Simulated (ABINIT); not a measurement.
Runs of ABINIT 10.8.3 (patched build) on ScAl3. Symmetry: Pm-3m, No. 221, cubic system. Conventional cell: a = 4.088 Å, b = 4.088 Å, c = 4.088 Å, α = 90.00°, β = 90.00°, γ = 90.00°. Sc (site symmetry m-3m) has 12 Al at 2.89 Å as nearest neighbours. Al (site symmetry 4/mmm) is surrounded by 4 Sc at 2.89 Å and 8 Al at 2.89 Å. The cell is a database's computed one.

| task | level | potentials or basis | k mesh | cutoff (eV) | fine-grid cutoff | mesh quality | gap on the mesh (eV) | pressure (GPa) | V0 of scaled cells (Å³/atom) | B0 (GPa) |
| --- | --- | --- | --- | --- | --- | --- | --- | --- | --- | --- |
| equation of state | revPBE+D3(BJ) | JTH PAW PBE v2.0 | 7 × 7 × 7 | 408 | 816.342 eV | not flagged | - | - | (a) | 99 |
| band structure | HCTH407 | JTH PAW PBE v2.0 | 7 × 7 × 7 | 544 | 1088.46 eV | not flagged | none | -5.7 | - | - |
| equation of state | PBE+D3(BJ) | JTH PAW PBE v2.0 | 7 × 7 × 7 | 544 | 1088.46 eV | not flagged | - | - | 16.58 | 95 |
| band structure | SOGGA | JTH PAW PBE v2.0 | 7 × 7 × 7 | 408 | 816.342 eV | not flagged | none | (b) | - | - |
| single point | PBEsol | JTH PAW PBE v2.0 | 3 × 3 × 3 | 544 | 1088.46 eV | coarse | none | -0.9 | - | - |
| equation of state | LDA | JTH PAW LDA v2.0 | 7 × 7 × 7 | 408 | 816.342 eV | not flagged | - | - | 16.38 | 97 |
| equation of state | LDA | JTH PAW LDA v2.0 | 7 × 7 × 7 | 544 | 1088.46 eV | not flagged | - | - | 16.38 | 97 |
| band structure | PBEsol | JTH PAW PBE v2.0 | 7 × 7 × 7 | 408 | 816.342 eV | not flagged | none | -1.0 | - | - |
| single point | LDA | JTH PAW LDA v2.0 | 4 × 4 × 4 | 544 | 1088.46 eV | coarse | none | -3.4 | - | - |
| equation of state | WC | JTH PAW PBE v2.0 | 7 × 7 × 7 | 408 | 816.342 eV | not flagged | - | - | 16.93 | 91 |
| single point | r2SCAN | JTH PAW PBE v2.0 | 6 × 6 × 6 | 653 | 1251.72 eV | not flagged | none | - | - | - |
| single point | r2SCAN | JTH PAW PBE v2.0 | 4 × 4 × 4 | 653 | 1251.72 eV | coarse | none | - | - | - |

Alike in all rows: no spin polarisation; cell as given; smearing fermi-dirac 0.05 eV.

Problem. Estimate the missing entries.

Solution. (a) 16.23; (b) -1.5.

Caveats: some runs use coarse meshes; the PAW data sets were made with another functional, which shifts forces and pressure a little (some runs); pressures at fixed basis lie under the slope of the energies (some runs).

A k mesh can miss the band edges.

A gap of «none» marks a metal or a gap under the smearing width.

Not every run made on this cell is shown here.
